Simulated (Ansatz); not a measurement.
Set up this calculation in Ansatz 0.2.0, as the native input.

| Quantity | Value |
| --- | --- |
| Task | relaxation of cell and atoms |
| Functional | PBEsol |
| Potentials or basis | all-electron LAPW, scalar-relativistic |
| Basis error allowed | 0.001 eV/atom |
| k mesh | 8 × 8 × 8 |
| Occupations | fermi-dirac, width 0.05 eV |
| Spin | no spin polarisation |
| Target pressure | 5 GPa |

Crystal: GaSb.

```
CELL_PARAMETERS angstrom
0.00000 3.05900 3.05900
3.05900 0.00000 3.05900
3.05900 3.05900 0.00000
ATOMIC_POSITIONS crystal
Sb 0.75000 0.75000 0.75000
Ga 0.00000 0.00000 0.00000
```

These files were run (other wordings do the same):

input.yaml

```yaml
crystal:
  lattice:
    - [0.0, 3.059, 3.059]
    - [3.059, 0.0, 3.059]
    - [3.059, 3.059, 0.0]
  atoms:
    - { symbol: Sb, position: [0.75, 0.75, 0.75] }
    - { symbol: Ga, position: [0.0, 0.0, 0.0] }
kpoints:
  mp_grid: { grid: [8, 8, 8] }
scf:
  occupations: { method: fermi_dirac, width: 0.05 }
hamiltonian:
  xc: pbesol
  pseudopotentials: { kind: all_electron, lapw: { basis_error: 0.001 } }
output:
  forces: true
  stress: true
relax:
  f_tol: 0.01
  max_steps: 60
  cell: { p_target: 5 }
```

Potentials or basis: all-electron LAPW, scalar-relativistic.

Command:

```sh
$ ansatz run input.yaml --threads 1 --pin off --max-ram 3072MiB --backend cpu --events-out ev --progress --plain --runs-dir out
```

Results of the run:

| Property | Result |
| --- | --- |
| Relaxed volume | 26.35 Å³/atom |
| Relaxed cell | a = 4.208 Å, b = 4.208 Å, c = 4.208 Å, α = 60.00°, β = 60.00°, γ = 60.00° |
| Space group after relaxing (to 0.05 Å) | F-43m (No. 216) |
| Energy change on relaxing (the enthalpy is what falls) | +31.1 meV/atom |
| Ionic steps | 5 |
| Pressure after relaxing | 5.0 GPa |
| Band gap on the k mesh | 0.53 eV |

Caveat: spin-orbit coupling is left out, which moves the levels of the heavy elements.

It took 110 s on 1 thread of Intel(R) Xeon(R) Processor @ 2.50GHz (Skylake/Cascade Lake) (shared host), peak memory 0.37 GiB.
